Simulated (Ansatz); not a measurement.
# In17P15: the cost of one run

Computed with Ansatz 0.2.0 (DFT PBE, scalar-relativistic, plane waves, PAW, unless a step's input says otherwise).

1 further run of the same task is left out (set aside as unsound or not needed).

**1. The structure to begin with**

Symmetry: F-43m, No. 216, cubic system. Conventional cell: a = 5.960 Å, b = 5.960 Å, c = 5.960 Å, α = 90.00°, β = 90.00°, γ = 90.00°. In (site symmetry -43m) has 4 P at 2.58 Å as nearest neighbours. P (site symmetry -43m) is surrounded by 4 In at 2.58 Å.

Coordinates:

```cif
data_structure
_symmetry_space_group_name_H-M 'P 1'
_symmetry_Int_Tables_number 1
_cell_length_a 4.2142
_cell_length_b 4.2142
_cell_length_c 4.2142
_cell_angle_alpha 60.000
_cell_angle_beta 60.000
_cell_angle_gamma 60.000
_cell_volume 52.92
loop_
_atom_site_label
_atom_site_type_symbol
_atom_site_fract_x
_atom_site_fract_y
_atom_site_fract_z
_atom_site_occupancy
In1 In 0.00000 0.00000 0.00000 1
P1 P 0.25000 0.25000 0.25000 1
```

It goes back to an entry of the Materials Project.

It is the result of an earlier relaxation at this level (volume 26.46 Å³/atom; gap on the mesh: 0.44 eV).

The host's static dielectric tensor, from an earlier linear-response run, has a mean of 15.08.

The perfect supercell (rows 3 -1 -1; -1 3 -1; -1 -1 3 in vectors of this cell) comes from an earlier run at this level (32 atoms, E(σ→0) -101664.0355 eV, gap 0.44 eV on its own mesh).

**2. The defect cell**

The atom at (0.250, 0.500, 0.000) of the supercell is replaced. The other atoms start on their ideal sites. Its neighbours are 4 In at 2.58 Å.

**3. Relaxing the defect, charge 0**

Input file input.yaml:

```yaml
crystal:
  lattice:
    - [-5.9597880289, 5.9597880289, 5.9597880289]
    - [5.9597880289, -5.9597880289, 5.9597880289]
    - [5.9597880289, 5.9597880289, -5.9597880289]
  atoms:
    - { symbol: In, position: [0.5, 0.5, 0.0] }
    - { symbol: In, position: [0.5, 0.75, 0.75] }
    - { symbol: In, position: [0.5, 0.0, 0.5] }
    - { symbol: In, position: [0.75, 0.25, 0.0] }
    - { symbol: In, position: [0.5, 0.25, 0.25] }
    - { symbol: In, position: [0.75, 0.5, 0.75] }
    - { symbol: In, position: [0.75, 0.75, 0.5] }
    - { symbol: In, position: [0.0, 0.0, 0.0] }
    - { symbol: In, position: [0.75, 0.0, 0.25] }
    - { symbol: In, position: [0.0, 0.25, 0.75] }
    - { symbol: In, position: [0.0, 0.5, 0.5] }
    - { symbol: In, position: [0.25, 0.75, 0.0] }
    - { symbol: In, position: [0.0, 0.75, 0.25] }
    - { symbol: In, position: [0.25, 0.0, 0.75] }
    - { symbol: In, position: [0.25, 0.25, 0.5] }
    - { symbol: In, position: [0.25, 0.5, 0.25] }
    - { symbol: In, position: [0.25, 0.5, 0.0] }
    - { symbol: P, position: [0.25, 0.75, 0.75] }
    - { symbol: P, position: [0.25, 0.0, 0.5] }
    - { symbol: P, position: [0.5, 0.25, 0.0] }
    - { symbol: P, position: [0.25, 0.25, 0.25] }
    - { symbol: P, position: [0.5, 0.5, 0.75] }
    - { symbol: P, position: [0.5, 0.75, 0.5] }
    - { symbol: P, position: [0.75, 0.0, 0.0] }
    - { symbol: P, position: [0.5, 0.0, 0.25] }
    - { symbol: P, position: [0.75, 0.25, 0.75] }
    - { symbol: P, position: [0.75, 0.5, 0.5] }
    - { symbol: P, position: [0.0, 0.75, 0.0] }
    - { symbol: P, position: [0.75, 0.75, 0.25] }
    - { symbol: P, position: [0.0, 0.0, 0.75] }
    - { symbol: P, position: [0.0, 0.25, 0.5] }
    - { symbol: P, position: [0.0, 0.5, 0.25] }
  host:
    lattice:
      - [0.0, 2.9798940145, 2.9798940145]
      - [2.9798940145, 0.0, 2.9798940145]
      - [2.9798940145, 2.9798940145, 0.0]
    atoms:
      - { symbol: In, position: [0.0, 0.0, 0.0] }
      - { symbol: P, position: [0.25, 0.25, 0.25] }
basis:
  ecutwfc: 420
  xc_grid: 2
kpoints:
  mp_grid: { grid: [2, 2, 2], shift: [0.0, 0.0, 0.0] }
hamiltonian:
  xc: pbe
scf:
  occupations: { method: gaussian, width: 0.02 }
output:
  forces: true
  stress: false
  eigenvalues: true
  charged_corrections:
    defect_position: [0.25, 0.5, 0.0]
    epsilon: [[15.0794, 0.0, 0.0], [0.0, 15.0794, 0.0], [0.0, 0.0, 15.0794]]
  write_density: true
  write_potential: true
  elf: true
  volumetric_format: npy
relax:
  adjacent_minimum: "off"
  f_tol: 0.025
  max_steps: 45
```

Launch:

```console
$ ansatz run input.yaml --threads 4 --pin off --max-ram 8192MiB --backend cpu --events-out ev --progress --plain --runs-dir out
```

Q: Estimate wall time and peak memory on 4 threads of Arm Neoverse V2, shared host.

About 39 s, with a peak of 2.5 GiB.
